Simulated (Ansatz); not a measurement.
HgTe built on the wurtzite prototype was relaxed with 5 functionals in Ansatz, cell and atoms free, the symmetry of the start kept (meshes: PBE 6×6×4, r2SCAN 6×6×4, PBEsol 6×6×4, LDA 6×6×4, HSE06 6×6×2). All values are calculated for a non-magnetic cell, which may be hypothetical.

The r2SCAN result:
```
Hg Te
1.0
     4.64260    0.00000    0.00000
    -2.32130    4.02061    0.00000
     0.00000    0.00000    7.62450
Hg Te
2 2
Cartesian
  0.0000 2.6804 0.0038
  2.3213 1.3402 3.8160
  0.0000 2.6804 2.8554
  2.3213 1.3402 6.6676
```

Space group P6_3mc (No. 186), hexagonal; conventional cell a = 4.643 Å, c = 7.625 Å, 35.58 Å³ an atom. Hg is surrounded by 4 Te at 2.85 Å; Te is surrounded by 4 Hg at 2.85 Å.

**Question.** What lattice does HSE06 give?

**Answer.** a = 4.637 Å, c = 7.607 Å; the volume differs by -0.5 % from r2SCAN's. Hg has 4 Te at 2.84 Å; Te has 4 Hg at 2.84 Å.

**Question.** How does the cell change with PBE?

**Answer.** a = 4.699 Å, c = 7.711 Å; the volume differs by +3.6 % from r2SCAN's. Hg has 4 Te at 2.88–2.89 Å; Te has 4 Hg at 2.88–2.89 Å.

**Question.** Held at the r2SCAN cell, what mean stress do LDA and PBE find, and does its sign point to their own minimum?

**Answer.** Yes. LDA -2.57 GPa, and its relaxed volume is -6.3 % from r2SCAN's; PBE +1.31 GPa, and its relaxed volume is +3.6 % from r2SCAN's. Compression counts positive, so a positive stress asks for a larger cell.
